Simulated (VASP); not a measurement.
# CaSe (strained measured structure): one PBE single-point calculation in two programs

```
Ca Se
1.0
     0.00000    3.08297    2.96753
     3.08297    0.00000    2.96753
     3.08297    3.08297    0.00000
Ca Se
1 1
Direct
  0.00000 0.00000 0.00000
  0.50000 0.50000 0.50000
```

Each program uses its own PAW datasets. VASP's cell holds 16 valence electrons and Ansatz's 26. Ansatz's stress includes a Pulay correction; VASP's doesn't.

Cutoffs: 520 eV in VASP, 420 eV in Ansatz. k meshes: 8×8×8 and 8×8×8.

|  | VASP | Ansatz |
| --- | --- | --- |
| gap between bands v and c | 2.19 eV | 2.20 eV |
| least direct gap | 2.86 eV | 2.87 eV |
| pressure | -2.4 GPa | -2.6 GPa |

Band v is the last that the valence electrons fill when counted band by band, and c is the next. Levels in eV from the top of v, Ansatz:

```csv
point,v−1,v,c,c+1
Γ,0.00,0.00,2.87,3.65
X,-0.86,-0.76,2.22,4.63
K,-1.83,-1.03,3.27,5.39
L,-1.03,-1.03,4.36,5.21
W,-1.74,-1.44,4.23,4.23
```

VASP:

| point | v−1 | v | c | c+1 |
| --- | --- | --- | --- | --- |
| Γ | 0.00 | 0.00 | 2.86 | 3.64 |
| X | -0.86 | -0.76 | 2.21 | 4.62 |
| K | -1.84 | -1.03 | 3.26 | 5.40 |
| L | -1.04 | -1.03 | 4.36 | 5.21 |
| W | -1.75 | -1.44 | 4.23 | 4.23 |
